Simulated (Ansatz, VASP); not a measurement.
# Al36BN35 (B_N): VASP beside Ansatz

One calculation is typed for both programs; each brings its own data sets. How far apart do they land? Of the first pair: The structure shown is the start of the Ansatz relaxation below; VASP solves that cell, so the two are compared at the walk's first step.

Program: Ansatz 0.2.0. Level of theory: plane waves, with VASP 6.6.1 beside it; single point at r2SCAN. Results are calculated unless marked as measured.

**1. Set-up**

The cell holds 72 atoms: 36 Al, 35 N and 1 B. Cell: a = 9.320 Å, b = 9.320 Å, c = 9.956 Å, α = 90.0°, β = 90.0°, γ = 120.0°. It derives from AlN (AlN (P6_3mc)). Nearest the centre at fractional (0.556, 0.444, 0.440): B72 at 0.05 Å, Al30 at 1.87 Å, Al18 at 1.90 Å, Al17 at 1.93 Å, Al14 at 1.93 Å, N53 at 3.03 Å, N55 at 3.04 Å, N67 at 3.04 Å. The cell carries charge +1.

As a file:

```
Al N B
1.0
     9.31957    0.00000    0.00000
    -4.65978    8.07098    0.00000
     0.00000    0.00000    9.95648
Al N B
36 35 1
Direct
  0.22767 0.11329 0.24726
  0.11691 0.22632 0.50097
  0.22338 0.10661 0.75093
  0.10804 0.21662 0.00174
  0.22074 0.44888 0.25011
  0.11075 0.56057 0.50080
  0.22349 0.44378 0.74484
  0.10524 0.55092 0.99977
  0.22753 0.77846 0.25141
  0.11397 0.88765 0.49591
  0.22128 0.78100 0.74604
  0.10546 0.88506 0.99777
  0.55767 0.11626 0.24685
  0.44433 0.21681 0.49992
  0.55551 0.11627 0.75090
  0.44017 0.21684 0.00161
  0.56044 0.44842 0.24686
  0.44382 0.55445 0.50454
  0.55687 0.44036 0.75170
  0.44713 0.55357 0.00288
  0.55506 0.77815 0.25457
  0.44586 0.89146 0.50417
  0.55372 0.77942 0.75376
  0.44711 0.88881 0.00394
  0.89256 0.11046 0.25291
  0.77741 0.22256 0.50459
  0.88795 0.11591 0.75019
  0.77751 0.22206 0.00462
  0.89206 0.44239 0.25224
  0.77699 0.55385 0.49477
  0.89396 0.44481 0.75166
  0.78230 0.56041 0.00203
  0.88328 0.77464 0.24749
  0.78374 0.89045 0.49989
  0.88695 0.77805 0.74498
  0.77334 0.88490 0.99652
  0.21630 0.10753 0.44175
  0.11601 0.22786 0.19114
  0.21976 0.11480 0.94030
  0.11041 0.22700 0.68906
  0.21831 0.44664 0.44066
  0.10863 0.55661 0.18633
  0.22391 0.44395 0.93573
  0.11230 0.55817 0.69495
  0.22229 0.78271 0.44244
  0.11407 0.89152 0.19467
  0.22048 0.77206 0.93878
  0.10546 0.88513 0.68854
  0.55314 0.11211 0.44453
  0.44677 0.21843 0.19074
  0.56137 0.11507 0.94181
  0.44358 0.21657 0.69135
  0.44168 0.55100 0.19377
  0.56156 0.44674 0.93934
  0.44204 0.54989 0.68841
  0.55953 0.77640 0.43819
  0.44163 0.88275 0.18978
  0.55999 0.77661 0.93889
  0.43974 0.88555 0.68726
  0.88858 0.11038 0.43541
  0.77226 0.21704 0.19066
  0.89311 0.11369 0.94404
  0.78067 0.22823 0.68916
  0.89287 0.44232 0.44025
  0.78103 0.55708 0.18612
  0.89009 0.45001 0.93877
  0.77212 0.55490 0.69050
  0.88412 0.77214 0.43941
  0.78347 0.89285 0.19207
  0.89112 0.77908 0.94508
  0.77830 0.88786 0.68554
  0.55408 0.43877 0.43884
```

**2. Ansatz: relaxation, r2SCAN**

Ansatz runs on its PAW soft_1 files.

The two programs are compared at the cell with which this relaxation starts, whose forces are those of its first step.

The input, input.yaml:

```yaml
crystal:
  lattice:
    - [9.31956554, 9.0e-08, 0.0]
    - [-4.65978284, 8.07098046, 0.0]
    - [0.0, 0.0, 9.95647772]
  atoms:
    - { symbol: Al, position: [0.22222222, 0.11111111, 0.24960167] }
    - { symbol: Al, position: [0.11111111, 0.22222222, 0.49960167] }
    - { symbol: "N", position: [0.22222222, 0.11111111, 0.44039833] }
    - { symbol: "N", position: [0.11111111, 0.22222222, 0.19039833] }
    - { symbol: Al, position: [0.22222222, 0.11111111, 0.74960167] }
    - { symbol: Al, position: [0.11111111, 0.22222222, 0.99960167] }
    - { symbol: "N", position: [0.22222222, 0.11111111, 0.94039833] }
    - { symbol: "N", position: [0.11111111, 0.22222222, 0.69039833] }
    - { symbol: Al, position: [0.22222222, 0.44444444, 0.24960167] }
    - { symbol: Al, position: [0.11111111, 0.55555556, 0.49960167] }
    - { symbol: "N", position: [0.22222222, 0.44444444, 0.44039833] }
    - { symbol: "N", position: [0.11111111, 0.55555556, 0.19039833] }
    - { symbol: Al, position: [0.22222222, 0.44444444, 0.74960167] }
    - { symbol: Al, position: [0.11111111, 0.55555556, 0.99960167] }
    - { symbol: "N", position: [0.22222222, 0.44444444, 0.94039833] }
    - { symbol: "N", position: [0.11111111, 0.55555556, 0.69039833] }
    - { symbol: Al, position: [0.22222222, 0.77777778, 0.24960167] }
    - { symbol: Al, position: [0.11111111, 0.88888889, 0.49960167] }
    - { symbol: "N", position: [0.22222222, 0.77777778, 0.44039833] }
    - { symbol: "N", position: [0.11111111, 0.88888889, 0.19039833] }
    - { symbol: Al, position: [0.22222222, 0.77777778, 0.74960167] }
    - { symbol: Al, position: [0.11111111, 0.88888889, 0.99960167] }
    - { symbol: "N", position: [0.22222222, 0.77777778, 0.94039833] }
    - { symbol: "N", position: [0.11111111, 0.88888889, 0.69039833] }
    - { symbol: Al, position: [0.55555556, 0.11111111, 0.24960167] }
    - { symbol: Al, position: [0.44444444, 0.22222222, 0.49960167] }
    - { symbol: "N", position: [0.55555556, 0.11111111, 0.44039833] }
    - { symbol: "N", position: [0.44444444, 0.22222222, 0.19039833] }
    - { symbol: Al, position: [0.55555556, 0.11111111, 0.74960167] }
    - { symbol: Al, position: [0.44444444, 0.22222222, 0.99960167] }
    - { symbol: "N", position: [0.55555556, 0.11111111, 0.94039833] }
    - { symbol: "N", position: [0.44444444, 0.22222222, 0.69039833] }
    - { symbol: Al, position: [0.55555556, 0.44444444, 0.24960167] }
    - { symbol: Al, position: [0.44444444, 0.55555556, 0.49960167] }
    - { symbol: B, position: [0.55555556, 0.44444444, 0.44039833] }
    - { symbol: "N", position: [0.44444444, 0.55555556, 0.19039833] }
    - { symbol: Al, position: [0.55555556, 0.44444444, 0.74960167] }
    - { symbol: Al, position: [0.44444444, 0.55555556, 0.99960167] }
    - { symbol: "N", position: [0.55555556, 0.44444444, 0.94039833] }
    - { symbol: "N", position: [0.44444444, 0.55555556, 0.69039833] }
    - { symbol: Al, position: [0.55555556, 0.77777778, 0.24960167] }
    - { symbol: Al, position: [0.44444444, 0.88888889, 0.49960167] }
    - { symbol: "N", position: [0.55555556, 0.77777778, 0.44039833] }
    - { symbol: "N", position: [0.44444444, 0.88888889, 0.19039833] }
    - { symbol: Al, position: [0.55555556, 0.77777778, 0.74960167] }
    - { symbol: Al, position: [0.44444444, 0.88888889, 0.99960167] }
    - { symbol: "N", position: [0.55555556, 0.77777778, 0.94039833] }
    - { symbol: "N", position: [0.44444444, 0.88888889, 0.69039833] }
    - { symbol: Al, position: [0.88888889, 0.11111111, 0.24960167] }
    - { symbol: Al, position: [0.77777778, 0.22222222, 0.49960167] }
    - { symbol: "N", position: [0.88888889, 0.11111111, 0.44039833] }
    - { symbol: "N", position: [0.77777778, 0.22222222, 0.19039833] }
    - { symbol: Al, position: [0.88888889, 0.11111111, 0.74960167] }
    - { symbol: Al, position: [0.77777778, 0.22222222, 0.99960167] }
    - { symbol: "N", position: [0.88888889, 0.11111111, 0.94039833] }
    - { symbol: "N", position: [0.77777778, 0.22222222, 0.69039833] }
    - { symbol: Al, position: [0.88888889, 0.44444444, 0.24960167] }
    - { symbol: Al, position: [0.77777778, 0.55555556, 0.49960167] }
    - { symbol: "N", position: [0.88888889, 0.44444444, 0.44039833] }
    - { symbol: "N", position: [0.77777778, 0.55555556, 0.19039833] }
    - { symbol: Al, position: [0.88888889, 0.44444444, 0.74960167] }
    - { symbol: Al, position: [0.77777778, 0.55555556, 0.99960167] }
    - { symbol: "N", position: [0.88888889, 0.44444444, 0.94039833] }
    - { symbol: "N", position: [0.77777778, 0.55555556, 0.69039833] }
    - { symbol: Al, position: [0.88888889, 0.77777778, 0.24960167] }
    - { symbol: Al, position: [0.77777778, 0.88888889, 0.49960167] }
    - { symbol: "N", position: [0.88888889, 0.77777778, 0.44039833] }
    - { symbol: "N", position: [0.77777778, 0.88888889, 0.19039833] }
    - { symbol: Al, position: [0.88888889, 0.77777778, 0.74960167] }
    - { symbol: Al, position: [0.77777778, 0.88888889, 0.99960167] }
    - { symbol: "N", position: [0.88888889, 0.77777778, 0.94039833] }
    - { symbol: "N", position: [0.77777778, 0.88888889, 0.69039833] }
  host:
    repeats: [3, 3, 2]
    atoms:
      - { symbol: Al, position: [0.66666667, 0.33333333, 0.49920333] }
      - { symbol: Al, position: [0.33333333, 0.66666667, 0.99920333] }
      - { symbol: "N", position: [0.66666667, 0.33333333, 0.88079667] }
      - { symbol: "N", position: [0.33333333, 0.66666667, 0.38079667] }
total_charge: 1
basis:
  ecutwfc: 500
  xc_grid: 2
hamiltonian:
  xc: r2scan
  pseudopotentials: { kind: paw, azcp: { folder: soft_1 } }
kpoints:
  mp_grid: { grid: [1, 1, 1], shift: [0.25, 0.25, 0.25] }
magnetization:
  spin_polarized: true
  initial_magnetization: 1
  spin_locking: { lock_magnetization: hard }
scf:
  occupations: { method: fixed }
  max_iter: 80
output:
  forces: true
  charged_corrections:
    epsilon: [4.49, 4.49, 4.72]
    static_epsilon: [8.15, 8.15, 9.65]
    defect_position: [0.555556, 0.444444, 0.440398]
relax:
  f_tol: 0.02
  max_steps: 80
  random_displacement: { amplitude: 0.05, seed: 7907 }
checkpoint:
  write: "../qp1_M1.relax.run"
  compress: false
  write_wavefunctions: true
  write_every: 100000
```

Run with:

```
$ ansatz run input.yaml --threads 4 --pin off --max-ram 7536MiB --backend cpu --events-out ev --progress --plain --runs-dir out
```

Numbers of over 12 decimals in the logs are rounded to 6 here.

The program printed:

```text
Warning: This run holds its total moment fixed (magnetization.spin_locking.lock_magnetization: hard) and mixes its density by anderson or broyden (scf.mixing.algorithm, typed or taken by auto). Slabs with a fixed moment have converged under broyden above another state at the same moment, at the default mixing steps and at smaller ones, and under scf.lower_state_search: standard, light or off a state that such a mixer [...]
Engine: ansatz 0.2.0, aarch64-unknown-linux-gnu
Pseudopotentials: kind: paw
Pseudopotential: Al, paw, valence charge 3, recommended cutoff 500 eV (meta_gga), soft_1/Al.paw.azcp
Pseudopotential: N, paw, valence charge 5, recommended cutoff 500 eV (meta_gga), soft_1/N.paw.azcp
Pseudopotential: B, paw, valence charge 3, recommended cutoff 500 eV (meta_gga), soft_1/B.paw.azcp
Functional definition: r2SCAN
  parameter k0 = 0.174
  parameter k1 = 0.065
  parameter a1 = 4.9479
  exchange = r2scan_x(k0 = k0, k1 = k1, a1 = a1)
  correlation = r2scan_c
Crystal: 72 atoms, lattice volume = 748.907 Å³
Basis set: ecut = 500 eV, 18913 PW (Γ), exchange–correlation on 144×144×150 points (8 copies of the dense FFT grid, shifted against one another)
Bands: 215, of which v1, the nominal top of the filled ones, is band 143 counted from 1 (142 counted from 0)
Symmetry: 1 space group operations
k-points: 1
Non-local potential: Al, projectors of the file, l = 0: 2, l = 1: 2, l = 2: 1
Non-local potential: N, projectors of the file, l = 0: 2, l = 1: 2, l = 2: 1
Non-local potential: B, projectors of the file, l = 0: 2, l = 1: 2, l = 2: 1
PAW form: soft (Blöchl's): semilocal exchange-correlation on the pseudo side does not see the compensation charge
PAW frozen core: Al, regenerated for the run's functional (the file was generated under x = pbe(κ = 0.804, μ = 0.219515), c = pbe(β = 0.066725))
PAW frozen core: N, regenerated for the run's functional (the file was generated under x = pbe(κ = 0.804, μ = 0.219515), c = pbe(β = 0.066725))
PAW frozen core: B, regenerated for the run's functional (the file was generated under x = pbe(κ = 0.804, μ = 0.219515), c = pbe(β = 0.066725))
PAW one-centre angular grid: Al, 302 points (default); XC on 160 Gauss nodes
PAW one-centre angular grid: N, 302 points (default); XC on 160 Gauss nodes
PAW one-centre angular grid: B, 302 points (default); XC on 223 of its mesh's 2233 points in the sphere
Initial density: superposition of atomic densities (chi_scale 0.1, normalization cell, long waves kept (reshape's long-wave potential 0.22 eV rms))
Starting moments: Σ|m| = 1 μB on 72 of 72 sites
Initial wavefunctions: pseudopotential atomic-orbital guess
Functional: x = r2scan, c = r2scan; τ floored in thin density (d = 2e-4 eV/Å³)
SCF iter   1: F=—  HF=-33233.002150 eV  |F-HF|=—  |Δ(HF+E_count)|=         —  Δρ=6.81e-2 (↑6.81e-2 ↓6.74e-2)  dr2=1.69e2  dr2_τ=4.79e0  dr2_m=1.15e-1  M=1.000 μB ∫|m|=1.005 μB  β_m=1.20  ethr=3.10e-3  ⟨swp⟩=6.0  Hψ=1476  notcnv=0  defer=138
preconditioner: auto → Resta (q_TF=auto, 2.323 Å⁻¹)  ε∞=3.3  [insulator: Δε(μ)=0.108 eV  Ē_g=15.134 eV  n_scr=144 (ndim 8)  ℏωp=22.9 eV  f_vac=0.000  ε∞_Penn≈3.3]
spin=Collinear: Resta preconditioning applied to the charge; magnetization (m = ρ↑ − ρ↓) channel mixes plain (no charge-response kernel on spin).
SCF iter   2: F=—  HF=-33199.229157 eV  |F-HF|=—  |Δ(HF+E_count)|=    3.38e1  Δρ=3.52e-2 (↑3.52e-2 ↓3.52e-2)  dr2=4.67e1  dr2_τ=3.77e-1  dr2_m=9.31e-3  M=1.000 μB ∫|m|=1.205 μB  β_m=1.20  ethr=3.10e-3  ⟨swp⟩=3.0  Hψ=741  notcnv=0  defer=141  κ⁻¹=1.0e0(r=1)
SCF iter   3: F=—  HF=-33194.242608 eV  |F-HF|=—  |Δ(HF+E_count)|=    4.99e0  Δρ=1.75e-2 (↑1.74e-2 ↓1.75e-2)  dr2=5.94e0  dr2_τ=6.07e-2  dr2_m=4.58e-3  M=1.000 μB ∫|m|=1.335 μB  β_m=1.20  ethr=3.10e-3  ⟨swp⟩=3.5  Hψ=594  notcnv=0  defer=140  κ⁻¹=6.7e-2(r=2)
SCF iter   4: F=—  HF=-33194.882010 eV  |F-HF|=—  |Δ(HF+E_count)|=   6.39e-1  Δρ=1.22e-2 (↑1.22e-2 ↓1.18e-2)  dr2=2.05e0  dr2_τ=3.10e-2  dr2_m=5.39e-2  M=1.000 μB ∫|m|=1.719 μB  β_m=1.20  ethr=2.08e-3  ⟨swp⟩=2.0  Hψ=457  notcnv=0  defer=140  κ⁻¹=7.8e-3(r=3)
SCF iter   5: F=—  HF=-33195.446626 eV  |F-HF|=—  |Δ(HF+E_count)|=   5.65e-1  Δρ=4.93e-3 (↑4.74e-3 ↓4.93e-3)  dr2=7.70e-1  dr2_τ=4.18e-3  dr2_m=1.45e-2  M=1.000 μB ∫|m|=2.295 μB  β_m=1.20  ethr=7.18e-4  ⟨swp⟩=4.5  Hψ=740  notcnv=0  defer=140  κ⁻¹=2.4e-3(r=4)
[...]
k-point 0 ↓: bands = [... 139 lower, 6.5361, 6.6261, 7.3272, 8.9540, 8.9924, 12.7330, 12.8859, 13.0708, ... 68 higher]
--- Relaxed structure (9 steps of the walk, 8 accepted, 0 SCFs on fresh bases) ---
  F+E_penalty+E_count = -33198.99256333 eV   max|allowed force component| = 9.407e-3 eV/Å
  atoms:
    - { symbol: Al, position: [0.222019, 0.110589, 0.249298] }
    - { symbol: Al, position: [0.110515, 0.221396, 0.500339] }
    - { symbol: N, position: [0.218677, 0.107884, 0.440151] }
    - { symbol: N, position: [0.111640, 0.221912, 0.191431] }
    - { symbol: Al, position: [0.219306, 0.109505, 0.751867] }
    - { symbol: Al, position: [0.110529, 0.221613, 1.000950] }
    - { symbol: N, position: [0.220675, 0.110313, 0.940851] }
    - { symbol: N, position: [0.111231, 0.221791, 0.690596] }
    - { symbol: Al, position: [0.222428, 0.443980, 0.249219] }
    - { symbol: Al, position: [0.111926, 0.556017, 0.500456] }
    - { symbol: N, position: [0.220090, 0.444150, 0.440405] }
    - { symbol: N, position: [0.112069, 0.555348, 0.191055] }
    - { symbol: Al, position: [0.219376, 0.442520, 0.752056] }
    - { symbol: Al, position: [0.111642, 0.555756, 1.000816] }
    - { symbol: N, position: [0.220855, 0.443617, 0.941062] }
    - { symbol: N, position: [0.111468, 0.555285, 0.690419] }
    - { symbol: Al, position: [0.222648, 0.777611, 0.249784] }
    - { symbol: Al, position: [0.111733, 0.888957, 0.500204] }
    - { symbol: N, position: [0.222201, 0.777694, 0.441103] }
    - { symbol: N, position: [0.111991, 0.888599, 0.190776] }
    - { symbol: Al, position: [0.222397, 0.777565, 0.750906] }
    - { symbol: Al, position: [0.111647, 0.888551, 1.000722] }
    - { symbol: N, position: [0.222364, 0.777723, 0.941006] }
    - { symbol: N, position: [0.111445, 0.888320, 0.690437] }
    - { symbol: Al, position: [0.555869, 0.110529, 0.249231] }
    - { symbol: Al, position: [0.431472, 0.199225, 0.507144] }
    - { symbol: N, position: [0.555162, 0.108867, 0.440401] }
    - { symbol: N, position: [0.443174, 0.218414, 0.186457] }
    - { symbol: Al, position: [0.557077, 0.109597, 0.751662] }
    - { symbol: Al, position: [0.443036, 0.218850, 0.995526] }
    - { symbol: N, position: [0.556325, 0.110262, 0.940761] }
    - { symbol: N, position: [0.443141, 0.219161, 0.694300] }
    - { symbol: Al, position: [0.557306, 0.444281, 0.221330] }
    - { symbol: Al, position: [0.433544, 0.566305, 0.508315] }
    - { symbol: B, position: [0.555968, 0.443482, 0.437340] }
    - { symbol: N, position: [0.443785, 0.556518, 0.187050] }
    - { symbol: Al, position: [0.555468, 0.444010, 0.748913] }
    - { symbol: Al, position: [0.443296, 0.556784, 0.995781] }
    - { symbol: N, position: [0.555876, 0.444446, 0.941507] }
    - { symbol: N, position: [0.443415, 0.556467, 0.694900] }
    - { symbol: Al, position: [0.556164, 0.777889, 0.249315] }
    - { symbol: Al, position: [0.444010, 0.888411, 0.500538] }
    - { symbol: N, position: [0.555724, 0.779927, 0.440446] }
    - { symbol: N, position: [0.444898, 0.888342, 0.191154] }
    - { symbol: Al, position: [0.557349, 0.780520, 0.752062] }
    - { symbol: Al, position: [0.444355, 0.888515, 1.000922] }
    - { symbol: N, position: [0.556440, 0.779249, 0.941126] }
    - { symbol: N, position: [0.444591, 0.888362, 0.690537] }
[...]
- { symbol: N, position: [0.888600, 0.111400, 0.440990] }
[...]
- { symbol: Al, position: [0.889887, 0.444276, 0.248781] }
    - { symbol: Al, position: [0.803446, 0.569693, 0.506909] }
    - { symbol: N, position: [0.891207, 0.444579, 0.440019] }
    - { symbol: N, position: [0.782782, 0.557558, 0.185976] }
    - { symbol: Al, position: [0.890208, 0.442603, 0.751534] }
    - { symbol: Al, position: [0.781510, 0.557196, 0.995332] }
    - { symbol: N, position: [0.889845, 0.443719, 0.940540] }
    - { symbol: N, position: [0.780262, 0.556519, 0.693531] }
    - { symbol: Al, position: [0.890023, 0.778512, 0.249029] }
    - { symbol: Al, position: [0.778458, 0.889554, 0.500295] }
    - { symbol: N, position: [0.892313, 0.781580, 0.439965] }
    - { symbol: N, position: [0.778296, 0.888522, 0.191412] }
    - { symbol: Al, position: [0.890353, 0.780743, 0.751691] }
    - { symbol: Al, position: [0.778441, 0.889539, 1.000904] }
    - { symbol: N, position: [0.889836, 0.779465, 0.940608] }
    - { symbol: N, position: [0.778062, 0.888714, 0.690539] }
```

[end of part 1 of 3]

[Lines on the potential files, build, host, timing and source positions are cut from VASP's logs without a mark.]

[Logs are printed without paths, hosts, clocks, repeated set-up lines and the standing remarks that a program may print on its own settings, such as how far it seeks lower states.]

[Hosts, paths, dates, database ids (printed as entryN), source tags and the programs' standing remarks are cut or masked in the printed files.]
